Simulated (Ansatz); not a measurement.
The cell below belongs to a search over invented structures; it isn't taken from experiment.

Input and command of a plane-wave DFT calculation in Ansatz:

```yaml
crystal:
  lattice:
    - [2.7305687802, 0.0, 0.0]
    - [0.0, 5.6449518072, 0.0]
    - [0.0, 0.0, 6.98382932]
  atoms:
    - { symbol: Al, position: [0.0, 0.2644985605, 0.0] }
    - { symbol: Al, position: [0.0, 0.7355014395, 0.0] }
    - { symbol: Al, position: [0.0, 0.0, 0.687520193] }
    - { symbol: Al, position: [0.0, 0.0, 0.312479807] }
basis:
  ecutwfc: 420
kpoints:
  mp_grid: { grid: [16, 8, 8] }
hamiltonian:
  xc: pbe
scf:
  occupations: { method: gaussian, width: 0.1 }
output:
  forces: true
  stress: true
  eigenvalues: true
  write_density: true
  write_potential: true
  elf: true
  volumetric_format: npy
relax:
  adjacent_minimum: "off"
  f_tol: 0.01
  max_steps: 80
  cell: { stress_tol: 0.05 }
```

```bash
ansatz run input.yaml --threads 1 --pin off --max-ram 2560MiB --backend cpu --events-out ev --progress --plain --runs-dir out
```

Processor: AMD EPYC 7R43 64-Core Processor (Zen 3), 1 thread, on a host shared with other jobs.

Estimate time, memory and problem size.

About 4.3 min, peak memory 0.6 GiB. It solves 10 bands at 225 k points (after reduction by symmetry) with about 2177 plane waves (on the last cell), in 74 SCF iterations over 14 ionic steps.
